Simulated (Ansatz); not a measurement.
CuO, 4 atoms in the cell. The typed cell holds 4 atoms: a = 2.880 Å, b = 2.880 Å, c = 5.176 Å, α = 89.81°, β = 89.81°, γ = 89.22°. The cell comes from a database or a generator and needn't be the stable form of this composition.

- Program: Ansatz 0.2.0
- Task: elastic constants
- Functional: LDA
- Potentials or basis: Ansatz PAW
- Cutoff: 420 eV (not typed: the program's choice for these potentials)
- k mesh: 8 × 8 × 5
- Occupations: fermi-dirac, width 0.05 eV
- Spin: no spin polarisation
- Atoms under strain: relaxed

Potentials or basis: Ansatz PAW.

Run with:

```console
$ ansatz run input.yaml --threads 2 --pin off --max-ram 5632MiB --backend cpu --events-out ev --progress --plain --runs-dir out
```

Hardware: 2 threads of Arm Neoverse V1, on a shared host.

Task: How long does it take, and how much memory?

Result: Wall time 4.1 min on 2 threads of Arm Neoverse V1, on a shared host, peak memory 0.51 GiB. Counts: scf iterations 401, plane waves 827, k points 162, bands 30, ion steps 39.
